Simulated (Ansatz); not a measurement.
**CsPbI3, carrier doping**

Consider CsPbI3 in the cubic perovskite structure (space group Pm-3m, No. 221).

```xyz
5
Lattice="6.3327 0.0000 0.0000 0.0000 6.3327 0.0000 0.0000 0.0000 6.3327" Properties=species:S:1:pos:R:3 pbc="T T T"
Cs     0.0000     0.0000     0.0000
Pb     3.1663     3.1663     3.1663
I      0.0000     3.1663     3.1663
I      3.1663     3.1663     0.0000
I      3.1663     0.0000     3.1663
```

Carriers are added at fixed cell with a uniform background; the Fermi–Dirac width is that of 300 K.

All numbers come from Ansatz (a quantum-chemistry and plane-wave program), r2SCAN, PAW, cutoff 500 eV, no spin-orbit coupling.

Notes on the quantities. Fermi level from band edge: Fermi level relative to the doped band's edge (positive inside the band; to 0.05 eV).

| case | Fermi level from band edge | gap between the host's bands |
|---|---|---|
| undoped | – | 1.70 eV |
| electrons 2.0×10^21 cm⁻³ | +0.50 eV | 1.77 eV |
| electrons 3.0×10^21 cm⁻³ | +0.70 eV | 1.79 eV |
| holes 2.0×10^21 cm⁻³ | +0.85 eV | 1.68 eV |
| holes 3.0×10^21 cm⁻³ | +0.90 eV | 1.71 eV |

Charged cell with a jellium background: band edges are those of the host's band count, energies are not comparable with the neutral cell, and many-body gap narrowing is missing. Spin-orbit coupling, missing from the scalar runs, can matter with I and Pb. No phonon test of stability was made. Many cubic perovskites are stable only at high temperature; tilts and polar distortions were not tested. This is not the structure that CsPbI3 has at room temperature and ambient pressure.
